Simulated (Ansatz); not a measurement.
Space group Pm-3m (No. 221). a = 3.827 Å, b = 3.827 Å, c = 3.827 Å, α = 90.00°, β = 90.00°, γ = 90.00°
```tsv
atom	site	symmetry	x	y	z
Cu	3d	4/mm.m	0.5000	0.0000	0.0000
N	1a	m-3m	0.0000	0.0000	0.0000
```

Equation of state of this Cu$_{3}$N structure (not necessarily the ground state), with shape and atoms relaxed at each volume where symmetry leaves them free. Computed with DFT PBE, scalar-relativistic, plane waves, PAW (Ansatz 0.2.0).

Plane waves to 420 eV, a k mesh through Γ of 10×10×10 on the computed 4-atom cell and Gaussian smearing (0.01 eV); no spin polarisation.

```csv
V (Å³/atom),E − E(largest V) (meV/atom),P (GPa),gap on mesh (eV)
12.334,50.71,19.94,0.00
12.754,6.97,13.63,0.00
13.175,-21.71,8.35,0.02
13.595,-37.52,3.82,0.12
14.016,-42.39,0.00,0.22
14.436,-38.07,-3.21,0.32
14.857,-25.99,-5.90,0.41
15.417,0.00,-8.84,0.52
```

Task: Fit a third-order Birch–Murnaghan equation to E(V).

Result: V0 = 14.02 Å³/atom, B0 = 116 GPa, B0' = 4.6.